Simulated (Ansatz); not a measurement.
Ga interstitial in GaN

These are results of Ansatz 0.2.0, DFT PBE, scalar-relativistic, plane waves, PAW, not measurements. Run with 420 eV cutoff, 2×2×2 k-mesh, shifted by half a step, Gaussian smearing of 0.01 eV, collinear spin in charge 0, +2 alone.

Host crystal, relaxed:

```xyz
4
Lattice="3.2184 0.0000 0.0000 -1.6092 2.7872 0.0000 0.0000 0.0000 5.2432" Properties=species:S:1:pos:R:3 pbc="T T T"
Ga    1.6092    0.9291    2.6170
Ga    0.0000    1.8581    5.2386
N     1.6092    0.9291    4.5923
N     0.0000    1.8581    1.9707
```

Supercell of 36 atoms, rows in host cell vectors: 1 2 -1; 1 -1 -1; -2 -1 -1. Atoms relax at the host's cell from a start displaced at random by 0.06 Å near the defect, so other minima may exist. The cell is small, so energies carry finite-size errors of tenths of an eV. The host's Kohn–Sham gap is 1.71 eV. Atoms are taken from and returned to the elements' standard states. Charged cells are corrected for image charges with the computed static dielectric tensor (mean 10.9) and aligned with the host's potential at far atoms (alignment terms reach 1.19 eV; the program doubts the alignment in some charges, where it is up to 1.19 eV). No band-filling term is added, and the Fermi level counts from the host's valence band top.

Starting moments were lost in some runs.

Defect: Ga interstitial at (0.000, 0.000, 0.208) of the host cell.

Q: What is the formation energy of the neutral defect?

A: 8.71 eV.

Q: Does the neutral defect carry a moment, and how do its surroundings relax?

A: It changes the cell's moment by 0.50 μB (a fraction, from partly filled bands). The nearest neighbours before are 3 N at 2.06 Å, 3 Ga at 2.16 Å, 3 Ga at 2.40 Å; after relaxation the atoms near the site are 1 N at 2.03 Å, 2 N at 2.04 Å, 1 Ga at 2.35 Å, 2 Ga at 2.36 Å, 1 Ga at 2.47 Å, 2 Ga at 2.48 Å; the largest move is 0.22 Å.

Q: Charges +3, +2, +1, 0 were computed. Which is stable where in the gap?

A: Among the charges computed the stable one is +3 at the valence band top, changing to +2 at 1.18 eV, changing to +1 at 1.31 eV. In charge 0 the extra carrier would gain by moving to a band edge of the host, so it isn't bound in the gap, though by less than the errors named above. In charge 0 the cell has partly filled bands: a level of the defect may be part filled, the carrier may sit in the host's bands, or levels may cross between the k points, so transitions that involve it are doubtful. Without the alignment that the program doubts, the level (+3/+2) would lie at 2.37 eV, outside the gap, so these runs don't decide whether the defect changes charge there. Other sites of the defect weren't tried. Levels between neighbouring charges: (+3/+2) 1.18 eV, (+2/+1) 1.31 eV, (+1/0) 2.88 eV.